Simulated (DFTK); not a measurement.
# Be2C (Fm-3m) in DFTK: reference runs

Reference runs on Be2C: the cell as given.

Program: DFTK 0.8.2. These are calculated values, not measurements. Logs are shortened: lines on timing, memory, paths and dates and some standing lists are left out, and cuts for length are marked.

### 1 The structure

The structure is cubic, space group Fm-3m (No. 225). The conventional cell has a = 4.330 Å, b = 4.330 Å, c = 4.330 Å, α = 90.00°, β = 90.00°, γ = 90.00°. C (site symmetry m-3m) has 8 Be at 1.87 Å as nearest neighbours. Around Be (site symmetry -43m) lie 4 C at 1.87 Å.

### 2 Single point, PBE

run.jl reads:

```julia
using DFTK
using PseudoPotentialData
using Unitful, UnitfulAtomic
using LinearAlgebra, Printf
include("save.jl")
disable_threading()

# lattice vectors are the columns
lattice = austrip(1u"Å") * [           0.0          2.165          2.165;
                    2.165            0.0          2.165;
                    2.165          2.165            0.0]
symbols   = [:C, :Be, :Be]
positions = [[0.0, 0.0, 0.0],
             [0.75, 0.75, 0.75],
             [0.25, 0.25, 0.25]]
pseudopotentials = PseudoFamily("dojo.nc.sr.pbe.v0_4_1.standard.upf")
elements = Dict(s => ElementPsp(s, pseudopotentials) for s in unique(symbols))
atoms    = [elements[s] for s in symbols]

build_model(lattice, positions; symmetries=true) =
    model_DFT(lattice, atoms, positions;
              functionals=PBE(),
              temperature=austrip(0.05u"eV"),
              smearing=Smearing.FermiDirac(),
              symmetries)
Ecut  = 44.0  # hartree
kgrid = [11, 11, 11]
tol   = 1e-6
to_GPa = ustrip(uconvert(u"GPa", 1u"hartree/bohr^3"))

model = build_model(lattice, positions)
basis = PlaneWaveBasis(model; Ecut, kgrid)
display(basis)
scfres = self_consistent_field(basis;
                               tol,
                               nbandsalg=AdaptiveBands(model; n_bands_converge=11))
display(scfres.energies)
@printf "Fermi level: %.6f eV\n" ustrip(auconvert(u"eV", something(scfres.εF, NaN)))
forces = compute_forces_cart(scfres)
println("Forces (eV/Å)")
for (s, f) in zip(symbols, forces)
    @printf "%-3s %12.6f %12.6f %12.6f\n" s ustrip.(auconvert.(u"eV/Å", f))...
end
stress = compute_stresses_cart(scfres)
println("Stress (GPa)")
display(round.(stress * to_GPa; digits=4))
println("Levels at the first k-point (eV): ", round.(ustrip.(auconvert.(u"eV", scfres.eigenvalues[1][1:scfres.n_bands_converge])); digits=4))
save_scf!(scfres; forces, stress)
```

Potentials or basis: dojo.nc.sr.pbe.v0_4_1.standard.upf (PBE).

Command:

```
$ julia --threads=1 run.jl  # save.jl only writes the numbers to a file and isn't shown; printed stress counts tension as positive; times include loading and compiling
```

The log of the run:

```text
PlaneWaveBasis discretization:

    Ecut                 : 44.0 Ha
    fft_size             : (40, 40, 40), 64000 total points
    kgrid                : MonkhorstPack([11, 11, 11])
    num.   red. kpoints  : 1331
    num. irred. kpoints  : 56

    Discretized Model(gga_x_pbe+gga_c_pbe, 3D):
        lattice (in Bohr)    : [0         , 4.09126   , 4.09126   ]
                               [4.09126   , 0         , 4.09126   ]
                               [4.09126   , 4.09126   , 0         ]
        unit cell volume     : 136.96 Bohr³

        atoms                : Be₂C
        pseudopot. family    : PseudoFamily("dojo.nc.sr.pbe.v0_4_1.standard.upf")

        num. electrons       : 12
        spin polarization    : none
        temperature          : 0.0018375 Ha
        smearing             : DFTK.Smearing.FermiDirac()

        terms                : Kinetic()
                               AtomicLocal()
                               AtomicNonlocal()
                               Ewald(nothing)
                               PspCorrection()
                               Hartree()
                               Xc(gga_x_pbe, gga_c_pbe)
                               Entropy()
n     Energy            log10(ΔE)   log10(Δρ)   Diag   Δtime
---   ---------------   ---------   ---------   ----   ------
  1   -33.90771760230                   -0.68    4.2    10.0s
  2   -33.95488826464       -1.33       -1.18    2.1    5.64s
  3   -33.95937404098       -2.35       -2.00    2.5    6.13s
  4   -33.95939247715       -4.73       -2.79    2.0    4.86s
  5   -33.95939591235       -5.46       -3.64    2.3    5.03s
  6   -33.95939594897       -7.44       -4.34    2.9    5.52s
  7   -33.95939594995       -9.01       -4.74    3.0    6.03s
  8   -33.95939595002      -10.19       -5.77    1.7    4.23s
  9   -33.95939595002      -11.50       -6.48    3.5    5.74s
Energy breakdown (in Ha):
    Kinetic             21.7289579
    AtomicLocal         -17.5629533
    AtomicNonlocal      -18.0365651
    Ewald               -18.7148308
    PspCorrection       0.9207535
    Hartree             4.8184967
    Xc                  -7.1132549
    Entropy             -0.0000000

    total               -33.959395950020
Fermi level: 8.649417 eV
Forces (eV/Å)
C      -0.000000    -0.000000    -0.000000
Be      0.000000     0.000000     0.000000
Be     -0.000000    -0.000000    -0.000000
Stress (GPa)
3×3 StaticArraysCore.SMatrix{3, 3, Float64, 9} with indices SOneTo(3)×SOneTo(3):
 -0.6406   0.0      0.0
  0.0     -0.6406   0.0
  0.0      0.0     -0.6406
Levels at the first k-point (eV): [-91.5984, -91.5623, -7.0099, 8.0136, 8.0136, 8.0136, 12.1868, 12.1868, 12.1868, 14.7652, 21.2142]
```

Run time: 1.8 min. Hardware: 1 thread of Intel Xeon Platinum 8375C at 2.90GHz (Ice Lake), shared host; peak memory 1.7 GiB.

Results:

| Property | Result |
| --- | --- |
| Free energy | -924.0822 eV |
| Pressure | 0.6 GPa |
| Band gap on the k mesh | 1.27 eV, indirect (least direct gap 4.17 eV) |

Caveat: an odd mesh through Γ misses points on the zone boundary, where band edges often lie.
